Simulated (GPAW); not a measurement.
# Quasiparticle gap of TiO2 (2H monolayer) in GPAW, part 2 of 2

Aim: the G0W0 gap of TiO2 (2H monolayer) on PBE, step by step.

GPAW 26.7.0; PBE and many-body steps on it, plane waves. Known limits of the many-body steps: not at the basis limit.

So far. Step 4 (Bands along the symmetry lines): The gap is 1.227 eV, −0.010 eV from the run before at this level. Step 5 (Empty states on the mesh, 12×12×1 mesh, 170 bands): On this mesh the gap is 1.237 eV.

## (6) Screening and self-energy, 12×12×1 mesh, 74 bands, screening to 48 eV

G0W0 replaces the xc potential by the self-energy, built once from these orbitals. Only a window of levels is corrected, while the sums run over the empty bands that the input names.

This step: G0W0 on PBE, plane waves, PAW.

Contents of run.py:

```python
import json
import numpy as np
from gpaw.mpi import world
from gpaw.response.g0w0 import G0W0

gw = G0W0('full.gpw',
    filename='gw',
    kpts=[0, 4, 10, 15],
    bands=(10, 14),
    ecut=48,
    nbands=74,
    truncation='2D',
    integrate_gamma='sphere',
    q0_correction=True,
    frequencies={'type': 'nonlinear', 'domega0': 0.15, 'omega2': 15.0},
    eta=0.1,
    nblocksmax=True)
gw.calculate()
res = {mode: {k: v for k, v in r.items() if k != 'sigma_eskwn'}
       for mode, r in gw.all_results.items()}

if world.rank == 0:
    with open('result.json', 'w') as f:
        json.dump(res, f, default=lambda x: x.tolist())
```

Started as:

```bash
$ mpirun -n 4 gpaw python run.py
```

Numbers of over 12 decimals in the logs are rounded to 6 here.

The log of the run:

```text
Using integrator: PointIntegrator
NonLinearFrequencyDescriptor(from 0.000 to 106.126 eV, 181 points)
Nonperiodic BCs:  [False False  True]
Using integrator: PointIntegrator
NonLinearFrequencyDescriptor(from 0.000 to 106.126 eV, 181 points)
Nonperiodic BCs:  [False False  True]
Applying analytical 2D correction to W:
    Evaluating Gamma point contribution to W on a 15x15x1 grid
  ___  _ _ _
 |   || | | |
 | | || | | |
 |__ ||_____|
 |___|

BZ k-points: Symmetries present (total): 12

  [... matrices ...]
144 k-points: 12 x 12 x 1 Monkhorst-Pack grid + [1/24,1/24,0.000000]
19 k-points in the irreducible part of the Brillouin zone
       k-points in crystal coordinates                weights
   0:    -0.00000000   -0.00000000    0.00000000          1/144
   1:     0.08333333   -0.00000000    0.00000000          6/144
   2:     0.16666667   -0.08333333    0.00000000          6/144
   3:     0.16666667   -0.00000000    0.00000000          6/144
   4:     0.25000000   -0.08333333    0.00000000         12/144
   5:     0.25000000   -0.00000000    0.00000000          6/144
   6:     0.33333333   -0.16666667    0.00000000          6/144
   7:     0.33333333   -0.08333333    0.00000000         12/144
   8:     0.33333333   -0.00000000    0.00000000          6/144
   9:     0.33333333    0.33333333    0.00000000          2/144
          ...
  18:     0.50000000    0.50000000    0.00000000          3/144

Distributing spins, k-points and bands (1 x 4 x 4) over 1 process
Number of blocks: 4

Quasi particle states:
k-points (IBZ indices): [0, 4, 10, 15]
Band range: (10, 14)
  [... matrices ...]
Computational parameters:
Plane wave cut-off: 48 eV
Number of bands: 74
Coulomb cutoff: 2D
Broadening: 0.1 eV

fxc modes: GW
Kernel: RPA
Using full-frequency real axis integration
Summing all q:

Calculating screened Coulomb potential
2D Coulomb truncation
NonLinearFrequencyDescriptor(from 0.000 to 106.126 eV, 181 points)
Removing empty qpoint cache files...

Calculating chi0 body with:
    Ground state adapter containing:
    Number of spins: 1
    Number of kpoints: 144
    Number of irreducible kpoints: 19
    Number of completely occupied states: 12
    Number of partially occupied states: 12
    Occupied states memory: 4.74609375 M / cpu

    Linear response parametrization:
    q_c: [-2.0816681711721685e-17, -2.0816681711721685e-17, 0.0]
    Number of frequency points: 181
    Planewave cutoff: 48.0
    Number of bands: 74
    Number of planewaves: 81
    Broadening (eta): 0.1
    comm.size: 4
    kncomm.size: 1
    blockcomm.size: 4

    Memory estimate of potentially large arrays:
        chi0_wGG: 4.530109 M / cpu
Integrating chi0 body.

Symmetries of q_c:
    Direct symmetries (Uq -> q): 12
    Indirect symmetries (TUq -> q): 12
In total 24 allowed symmetries.

  [... matrices ...]
19 groups of equivalent kpoints. 86.805556% reduction.

Integral kind: spectral function
Integrating chi0 head and wings.

Symmetries of q_c:
    Direct symmetries (Uq -> q): 12
    Indirect symmetries (TUq -> q): 12
In total 24 allowed symmetries.

  [... matrices ...]
19 groups of equivalent kpoints. 86.805556% reduction.

Integral kind: spectral function wings

Calculating chi0 body with:
    Ground state adapter containing:
    Number of spins: 1
    Number of kpoints: 144
    Number of irreducible kpoints: 19
    Number of completely occupied states: 12
    Number of partially occupied states: 12
[... the further q-points ...]

Results:
f:      Occupation numbers
eps:     KS-eigenvalues [eV]
vxc:     KS vxc [eV]
exx:     Exact exchange [eV]
sigma:   Self-energies [eV]
dsigma:  Self-energy derivatives
Z:       Renormalization factors
qp:      QP-energies [eV]

k-point 0 (0): (-0.000, -0.000, 0.000)                GW
band       f     eps     vxc     exx   sigma  dsigma       Z      qp
                                                                   GW
  10   1.000  -5.703 -21.163 -25.163   3.851  -0.405   0.712  -5.809
  11   1.000  -4.400 -19.668 -24.781   4.461  -0.419   0.705  -4.860
  12   0.000  -1.001 -21.891 -13.766  -4.928  -0.429   0.700   1.236
  13   0.000   0.072 -23.506 -16.002  -4.119  -0.386   0.722   2.514

k-point 1 (4): (0.250, -0.083, 0.000)                GW
band       f     eps     vxc     exx   sigma  dsigma       Z      qp
                                                                   GW
  10   1.000  -6.232 -20.485 -24.888   4.133  -0.440   0.695  -6.420
  11   1.000  -4.165 -20.671 -25.658   4.458  -0.400   0.714  -4.543
  12   0.000  -2.136 -21.077 -13.701  -4.340  -0.419   0.705   0.003
  13   0.000  -0.063 -23.494 -15.230  -4.846  -0.466   0.682   2.267

k-point 2 (10): (0.417, -0.167, 0.000)                GW
band       f     eps     vxc     exx   sigma  dsigma       Z      qp
                                                                   GW
  10   1.000  -6.186 -20.328 -25.029   4.242  -0.397   0.716  -6.515
  11   1.000  -4.257 -21.056 -25.979   4.464  -0.410   0.709  -4.583
  12   0.000  -2.841 -20.187 -12.878  -4.348  -0.347   0.742  -0.643
  13   0.000  -0.210 -23.806 -14.498  -5.703  -0.493   0.670   2.205

k-point 3 (15): (0.500, 0.250, 0.000)                GW
band       f     eps     vxc     exx   sigma  dsigma       Z      qp
                                                                   GW
  10   1.000  -6.135 -20.063 -24.974   4.408  -0.437   0.696  -6.485
  11   1.000  -4.374 -21.138 -26.021   4.456  -0.424   0.702  -4.674
  12   0.000  -2.927 -20.301 -12.959  -4.340  -0.336   0.749  -0.680
  13   0.000  -0.582 -23.284 -13.926  -5.799  -0.461   0.685   1.855
```

The job ended after 3.4 min (4 MPI ranks of Arm Neoverse V2, shared host; peak memory 2.4 GiB; 13 min of CPU time).

Numbers from this step:

```yaml
g0w0_gap_on_the_mesh: 3.862 eV
least_direct_g0w0_gap_on_the_computed_points: 3.940 eV
z_at_the_valence_top: 0.7145
z_at_the_conduction_bottom: 0.7486
starting_gap_on_the_mesh: 1.237 eV
k_of_the_valence_top: 0.25, -0.0833, 0
k_of_the_conduction_bottom: 0.5, 0.25, 0
```

The gap on the mesh goes from 1.24 eV to 3.86 eV, a correction of +2.62 eV.

Limits: finite bands, cutoff and mesh. v1 is the top filled band, c1 the lowest empty one. The levels before and after the correction (eV, zero at the valence-band top of each column):

```
           conduction bottom  valence top
Kohn-Sham               1.24         0.00
     G0W0               3.86         0.00
```

```
                        level  energy (eV)
Kohn-Sham  (0.25 -0.083 0) v2       -2.067
Kohn-Sham  (0.25 -0.083 0) v1        0.000
Kohn-Sham  (0.25 -0.083 0) c1        2.029
Kohn-Sham  (0.25 -0.083 0) c2        4.101
Kohn-Sham     (0.5 0.25 0) v2       -1.970
Kohn-Sham     (0.5 0.25 0) v1       -0.210
Kohn-Sham     (0.5 0.25 0) c1        1.237
Kohn-Sham     (0.5 0.25 0) c2        3.583
     G0W0  (0.25 -0.083 0) v2       -1.877
     G0W0  (0.25 -0.083 0) v1        0.000
     G0W0  (0.25 -0.083 0) c1        4.546
     G0W0  (0.25 -0.083 0) c2        6.810
     G0W0     (0.5 0.25 0) v2       -1.943
     G0W0     (0.5 0.25 0) v1       -0.131
     G0W0     (0.5 0.25 0) c1        3.862
     G0W0     (0.5 0.25 0) c2        6.398
```

## (7) Where the time went

Times are wall times on 4 MPI ranks of Arm Neoverse V2, shared host, good to a factor of about two.

```
                          step     time  share  memory (GiB)
                    relaxation     53 s   14 %          0.97
                  ground state    9.1 s    2 %          0.75
bands along the symmetry lines    7.8 s    2 %          0.81
      empty states on the mesh     94 s   26 %           1.1
     screening and self-energy  3.4 min   55 %           2.4
```

## (8) Outcome

| Item | Value |
| --- | --- |
| PBE gap | 1.23 eV, indirect |
| G0W0 gap on the mesh | 3.86 eV |
| GW settings | 12×12×1 mesh, 74 bands, screening to 48 eV, full frequency, Hilbert transform |
| known limits | not at the basis limit |

G0W0 moves the gap on the mesh from 1.24 eV to 3.86 eV (+2.62 eV), with Z of 0.71 and 0.75 at the edges. The dearest step here is «screening and self-energy». Bands and cutoff are finite, so the gap is not at the basis limit. The miss can reach some tenths of an eV and take either sign; the mesh is an error of its own. These stock PAW sets were not made for GW.

[Paths, hosts, dates, memory and timing lines, banners, echoed tables and standing remarks are left out of the program output.]

[Logs are printed without paths, hosts, clocks, repeated set-up lines and the standing remarks that a program may print on its own settings, such as how far it seeks lower states.]

[Runs of the session that timed out or met a known fault of the program may be left out.]

[Hosts, paths, dates, database ids (printed as entryN), source tags and the programs' standing remarks are cut or masked in the printed files.]
